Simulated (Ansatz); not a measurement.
# Sc (P6_3/mmc): electronic heat capacity and spin susceptibility from the density of states

Method: Ansatz, DFT PBE, scalar-relativistic, plane waves, PAW.

Plane waves to 420 eV, a k mesh through Γ of 15×15×8 on the computed 2-atom cell and Gaussian smearing (0.10 eV); no spin polarisation.

Relaxed cell: P6_3/mmc, a = 3.319 Å, b = 3.319 Å, c = 5.163 Å, α = 90.00°, β = 90.00°, γ = 120.00°, 2 atoms in the primitive cell.

The density of states at the Fermi level is 4.134 states/eV in the cell of 2 atoms (2 formula units; both spins, tetrahedra on a 23×23×12 mesh).

Q: What Sommerfeld coefficient and Pauli susceptibility does this give?

A: Per formula unit N(E_F) = 2.067 states/eV. γ = (π²/3) k_B² N(E_F) N_A = 2.357 mJ/(mol K²) per state/eV, so γ = 4.9 mJ/(mol K²), a mole of formula units. χ_P = μ_B² N(E_F) N_A = 3.23×10⁻⁵ emu/mol per state/eV gives 6.7×10⁻⁵ emu/mol. This is the bare band result: a measured γ of the same phase is as a rule larger by a factor 1 + λ from phonons and spin fluctuations, the spin part of χ is larger by the Stoner factor, and a measured χ also holds orbital and core terms. N(E_F) at one energy is sensitive to the mesh where the density of states has sharp peaks.

Cost: 1 run of about 0.37 core-minutes, on Intel Xeon 6975P-C (Granite Rapids) (shared hosts).